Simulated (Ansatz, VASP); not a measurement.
One calculation of GaAs5, two programs

```
Ga As
1.0
     5.08509    0.00000    0.00000
    -2.54254    4.40382    0.00000
     0.00000    0.00000    5.22363
Ga As
1 5
Cartesian
  0.0000 0.0000 2.6118
  -1.6542 2.8651 0.0000
  0.0000 2.9359 2.6118
  3.3084 0.0000 0.0000
  2.5425 1.4679 2.6118
  0.8884 1.5387 0.0000
```

Change from the starting cell: species swapped into the Mg5Sc type (P-62m, No. 189).

Alike in both runs: functional PBE; k mesh 3 × 3 × 4; occupations gaussian, width 0.1 eV; no spin polarisation.

Ansatz relaxed the structure, and its values are those at the end. VASP's run is a single point on that final structure, the one shown.

|  | VASP | Ansatz |
| --- | --- | --- |
| version | VASP 6.6.1 | Ansatz 0.2.0 |
| potentials or method | VASP PAW PBE potentials, release 64 (Ga_d, As) | scalar-relativistic, plane waves, PAW |
| plane-wave cutoff (eV) | 520 | 420 |
| valence electrons in the cell | 38 | 88 |

```tsv
	VASP	Ansatz	Ansatz less VASP
gap on the k mesh at the Fermi level (eV)	none	none	-
pressure (GPa)	0.0	0.0	-0.08
rms of the force components (eV/Å)	0.005	0.006	+0.0014
```

A gap of «none» marks a metal or a gap that the smearing closes. The two sets of potentials don't hold the same shells in valence.

Caveats: the k mesh is coarse (spacing up to 0.48 Å⁻¹), so the values aren't converged.
